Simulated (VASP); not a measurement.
Here is a VASP 6.6.1 calculation.

The input POSCAR:

```
Ti
1.0
   -1.6902300000      1.6902300000      1.6410000000
    1.6902300000     -1.6902300000      1.6410000000
    1.6902300000      1.6902300000     -1.6410000000
Ti
1
Direct
    0.0000000000      0.0000000000      0.0000000000
```

INCAR.step1

```
PREC     = Accurate       # precision mode
ENCUT    = 520            # plane-wave cutoff, eV
ISMEAR   = 0              # smearing method
SIGMA    = 0.15           # smearing width, eV
LREAL    = False          # projectors in reciprocal space
LASPH    = True           # aspherical terms in the spheres
NELM     = 100            # most SCF steps
NBANDS   = 12             # bands
GGA      = PE             # functional
ALGO     = Normal         # electronic algorithm
EDIFF    = 1E-4           # SCF threshold, eV
LWAVE    = True           # write WAVECAR
LCHARG   = False          # write CHGCAR
```

INCAR.step2

```
PREC     = Accurate       # precision mode
ENCUT    = 520            # plane-wave cutoff, eV
EDIFF    = 1E-7           # SCF threshold, eV
ISMEAR   = 0              # smearing method
SIGMA    = 0.15           # smearing width, eV
LREAL    = False          # projectors in reciprocal space
LASPH    = True           # aspherical terms in the spheres
NELM     = 100            # most SCF steps
ALGO     = Normal         # electronic algorithm
ISIF     = 2              # what is computed and relaxed
LWAVE    = False          # write WAVECAR
LCHARG   = True           # write CHGCAR
METAGGA  = R2SCAN         # meta-GGA
LMIXTAU  = True         
LELF     = True           # ELF
LVHAR    = True         
NBANDS   = 12             # bands
ISTART   = 1
```

KPOINTS

```
Automatic mesh
0
Gamma
  20 20 20
```

Potentials or basis: VASP PAW PBE potentials, release 64 (Ti_sv).

Launch:

```bash
$ cat potpaw_PBE.64/Ti_sv/POTCAR > POTCAR
$ cp INCAR.step1 INCAR
$ mpirun -np 1 vasp_std > vasp.out
$ cp INCAR.step2 INCAR
$ mpirun -np 1 vasp_std > vasp.out
```

Q: Predict the pressure.

A: -7.9 GPa.

Q: Estimate the band gap on the k mesh.

A: None (metal or under the smearing width).

Stress tensor (GPa, compression positive):
```
-7.41  0.00  0.00
 0.00 -7.41  0.00
 0.00  0.00 -8.78
```

Caveat: the PAW data sets were made with another functional, which shifts forces and pressure a little.
